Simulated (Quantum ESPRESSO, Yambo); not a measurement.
Planning a run of Yambo 5.3.0 on GaN (F-43m). The input:

```
HF_and_locXC
gw0
dyson
ppa
em1d
rim_cut
RandQpts= 1000000
RandGvec= 1 RL
EXXRLvcs= 72 Ry
VXCRLvcs= 288 Ry
Chimod= "HARTREE"
% BndsRnXp
 1 | 46 |
%
NGsBlkXp= 8 Ry
% LongDrXp
 1 | 1 | 1 |
%
% GbndRnge
 1 | 46 |
%
DysSolver= "n"
ExtendOut
PPAPntXp= 27.21138 eV
% QPkrange
 1 | 1 | 8 | 11 |
%
```

```sh
OMP_NUM_THREADS=1 mpirun -n 4 yambo -F gw3.in -J gw3 -C gw3 > gw3.log
```

The stored states that it reads are on a 6×6×6 mesh. It takes space group F-43m (No. 216, cubic). Conventional cell: a = 4.507 Å, b = 4.507 Å, c = 4.507 Å, α = 90.00°, β = 90.00°, γ = 90.00°. Ga has 4 N at 1.95 Å nearest. Nearest to N lie 4 Ga at 1.95 Å. Farther neighbours and most contacts between anions are not listed.

How long will it take on 4 MPI ranks of Arm Neoverse V1, shared host, and how much memory?

It took 41 s; on shared hardware allow 21 s to 83 s. Peak host memory was 1.3 GiB.

The screening grows as filled bands × empty bands × pairs of k points, times the square of the screening basis for the matrix.

[Paths, hosts, dates, memory and timing lines, banners, echoed tables and standing remarks are left out of the program output.]

[Logs are printed without paths, hosts, clocks, repeated set-up lines and the standing remarks that a program may print on its own settings, such as how far it seeks lower states.]

[Runs of the session that timed out or met a known fault of the program may be left out.]

[Hosts, paths, dates, database ids (printed as entryN), source tags and the programs' standing remarks are cut or masked in the printed files.]
